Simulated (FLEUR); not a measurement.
MnS under changes of volume

One of the cells (15.133 Å³/atom); the others are scaled copies at fixed shape and fractional positions:

```
Mn S
1.0
     0.00000    2.47346    2.47346
     2.47346    0.00000    2.47346
     2.47346    2.47346    0.00000
Mn S
1 1
Direct
  0.00000 0.00000 0.00000
  0.75000 0.75000 0.75000
```

The cell is a database's computed one.

| Property | Result |
| --- | --- |
| Program | FLEUR MaX-R8.1 (later development tree) |
| Functional | r2SCAN |
| Potentials or basis | all-electron |
| Basis | FLAPW |
| Kmax | 5.76 1/bohr |
| k mesh | 9 × 9 × 9 |
| Occupations | fermi-dirac, width 0.05 eV |
| Spin | collinear spin, ferromagnetic start |
| Starting moments | [4.0, 0.0] μB |

| volume (Å³/atom) | energy over the lowest point (meV/atom) | moment (μB per cell) |
| --- | --- | --- |
| 14.225 | 385.61 | 2.92 |
| 14.527 | ? | ? |
| 15.133 | 179.99 | 3.72 |
| 15.738 | 54.72 | 4.01 |
| 16.041 | 0.00 | 4.13 |

Problem. What does the run at 14.527 Å³/atom give?

Solution. Energy over the lowest point 314.57 meV/atom; moment 3.45 μB per cell.

Worked out: A Birch-Murnaghan fit of order 2 (a polynomial in V^(-2/3)) to the other rows has no minimum within the range. It gives 313.74 meV/atom at 14.527 Å³/atom, against the run's 314.57. A parabola through the other rows of the moment, of slope 0.939 μB per Å³/atom there, gives 3.23 μB, against the run's 3.45.

Energies are extrapolated to zero smearing.

Caveats: the meta-GGA is that of a development version, with a GGA for the radial functions and cores and without core tails; a cell with one magnetic atom can't hold antiferromagnetic order, which such compounds often take.
